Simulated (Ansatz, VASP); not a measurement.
**One calculation of Pb, two programs**

```
Pb
1.0
     3.41253    0.00000    0.00000
    -1.70627    2.95534    0.00000
     0.00000    0.00000    5.74277
Pb
2
Direct
  0.33333 0.66667 0.25000
  0.66667 0.33333 0.75000
```

Alike in both runs: functional PBE; k mesh 13 × 13 × 7; occupations fermi-dirac, width 0.1 eV; no spin polarisation.

Ansatz relaxed the structure, and its values are those at the end. VASP's run is a single point on that final structure, the one shown.

|  | VASP | Ansatz |
| --- | --- | --- |
| version | VASP 6.6.1 | Ansatz 0.2.0 |
| potentials or method | VASP PAW PBE potentials, release 64 (Pb_d), cutoff 520 eV | all-electron LAPW, scalar-relativistic |

|  | VASP | Ansatz | Ansatz less VASP |
| --- | --- | --- | --- |
| pressure (GPa) | 4.8 | 4.9 | +0.08 |

Ansatz ran all-electron here, so the differences hold the error of VASP's frozen core and of both bases.

The runs have no spin-orbit coupling, so splittings on Pb are missing.
